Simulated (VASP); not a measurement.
Crystal: HfO2.

```
Hf O
1.0
     5.21946    0.00000    0.00000
     0.00000    5.00476    0.00000
     0.00000    0.00000    5.03269
Hf O
4 8
Direct
  0.96699 0.73252 0.74144
  0.53301 0.73252 0.24144
  0.46699 0.26748 0.74144
  0.03301 0.26748 0.24144
  0.63213 0.92865 0.87927
  0.86787 0.92865 0.37927
  0.23395 0.53988 0.49229
  0.26605 0.53988 0.99229
  0.76605 0.46012 0.99229
  0.73395 0.46012 0.49229
  0.13213 0.07135 0.87927
  0.36787 0.07135 0.37927
```

Measurements of this composition are mostly on another form, of space group No. 14.

```yaml
Program: VASP 6.6.1
Task: relaxation of cell and atoms
Functional: RPBE
Dispersion: D3
Potentials_or_basis: VASP PAW PBE potentials, release 64 (Hf_pv, O)
Cutoff: 600 eV
k_mesh: 5 × 6 × 5
Occupations: fermi-dirac, width 0.05 eV
Spin: no spin polarisation
```

At the start: pressure 6.4 GPa; volume 10.96 Å³/atom.

Q: Where does the relaxation end?

A: Over 17 steps the energy falls by 5.8 meV/atom and the volume is 11.24 Å³/atom (+2.6 %); space group Pca2_1 (No. 29, to 0.05 Å).

Step by step:
```csv
step,energy change (eV),largest force (eV/Å),pressure (GPa),volume (Å³)
1,0.0000,0.1108,6.45,131.46
2,0.0777,0.2690,-8.47,140.03
3,-0.0667,0.1108,-0.07,134.85
4,-0.0667,0.1089,0.05,134.78
5,-0.0681,0.0774,0.04,134.84
6,-0.0681,0.0858,0.06,134.84
7,-0.0691,0.0202,-0.09,134.95
8,-0.0692,0.0163,-0.13,134.97
9,-0.0692,0.0116,0.17,134.82
10,-0.0693,0.0113,0.08,134.87
11,-0.0693,0.0098,0.03,134.90
12,-0.0693,0.0099,0.02,134.92
13,-0.0693,0.0117,-0.01,134.94
14,-0.0693,0.0114,0.01,134.92
15,-0.0694,0.0077,-0.02,134.95
16,-0.0694,0.0086,-0.05,134.97
17,-0.0694,0.0043,0.03,134.94
```

Final structure:
```yaml
crystal:
  lattice:
    - [5.27058, 0.00000, 0.00000]
    - [0.00000, 5.04189, 0.00000]
    - [0.00000, 0.00000, 5.07795]
  atoms:
    - { symbol: Hf, position: [0.96520, 0.73257, 0.74134] }
    - { symbol: Hf, position: [0.53480, 0.73257, 0.24134] }
    - { symbol: Hf, position: [0.46520, 0.26743, 0.74134] }
    - { symbol: Hf, position: [0.03480, 0.26743, 0.24134] }
    - { symbol: O, position: [0.63156, 0.92936, 0.87938] }
    - { symbol: O, position: [0.86844, 0.92936, 0.37938] }
    - { symbol: O, position: [0.23237, 0.54021, 0.49229] }
    - { symbol: O, position: [0.26763, 0.54021, 0.99229] }
    - { symbol: O, position: [0.76763, 0.45979, 0.99229] }
    - { symbol: O, position: [0.73237, 0.45979, 0.49229] }
    - { symbol: O, position: [0.13156, 0.07064, 0.87938] }
    - { symbol: O, position: [0.36844, 0.07064, 0.37938] }
```

Caveat: the PAW data sets were made with another functional, which shifts forces and pressure a little.
